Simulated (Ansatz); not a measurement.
The system is Rh.

```
Rh
1.0
     2.73098    0.00000    0.00000
    -1.36549    2.36510    0.00000
     0.00000    0.00000    4.42849
Rh
2
Direct
  0.33333 0.66667 0.25000
  0.66667 0.33333 0.75000
```

This isn't the form of Rh at room conditions, which is fcc.

| Property | Result |
| --- | --- |
| Program | Ansatz 0.2.0 |
| Task | single point |
| Functional | PBE |
| Potentials or basis | all-electron LAPW, scalar-relativistic |
| Cutoff | 270 eV (chosen from the basis error) |
| Basis error allowed | 0.001 eV/atom |
| k mesh | 11 × 11 × 6 |
| Occupations | fermi-dirac, width 0.05 eV |
| Spin | no spin polarisation |

On this cell: pressure -3.5 GPa; largest force under 0.003 eV/Å; band gap on the k mesh none (metal or under the smearing width).

The same run follows on a disturbed copy (atoms moved at random, drawn with an rms of 0.05 Å):

```
Rh
1.0
     2.73098    0.00000    0.00000
    -1.36549    2.36510    0.00000
     0.00000    0.00000    4.42849
Rh
2
Direct
  0.32688 0.64637 0.24212
  0.66512 0.35005 0.76055
```

Problem. What does the disturbed cell give?

Solution. The energy (extrapolated to zero smearing) moves by +25.0 meV/atom; pressure -2.3 GPa; largest force 0.871 eV/Å; band gap on the k mesh none (metal or under the smearing width).

Forces in eV/Å, atoms in the order of the input:
```
Rh  -0.158  0.326  0.792
Rh   0.158 -0.326 -0.792
```

Stress tensor (GPa, compression positive):
```
-1.45 -0.43 -0.46
-0.43 -3.23  0.85
-0.46  0.85 -2.22
```
